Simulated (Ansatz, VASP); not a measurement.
C: VASP beside Ansatz

```
CELL_PARAMETERS angstrom
2.45536 0.00000 0.00000
-1.22768 2.12640 0.00000
0.00000 0.00000 2.68865
ATOMIC_POSITIONS crystal
C 0.00000 0.50000 0.33333
C 0.50000 0.50000 0.66667
C 0.50000 0.00000 0.00000
```

Alike in both runs: task relaxation of cell and atoms; functional PBE; k mesh 12 × 12 × 6; occupations gaussian, width 0.1 eV; no spin polarisation.

```csv
,VASP,Ansatz
version,VASP 6.6.1,Ansatz 0.2.0
potentials or method,"VASP PAW PBE potentials, release 64 (C)","scalar-relativistic, plane waves, PAW"
plane-wave cutoff (eV),600,420
valence electrons in the cell,12,12
```

```tsv
	VASP	Ansatz	Ansatz less VASP
gap on the k mesh at the Fermi level, each at its own relaxed structure (eV)	1.92	1.94	+0.015
relaxed volume (Å³/atom)	5.48	5.49	+0.004
relaxed cell length with the largest relative difference (Å)	2.604	2.605	+0.0008
energy change over the relaxation (meV/atom)	-212	-211	+1.8
```

Caveats: the volume moved by over 15 % at a fixed basis, so the end points are rough (VASP).
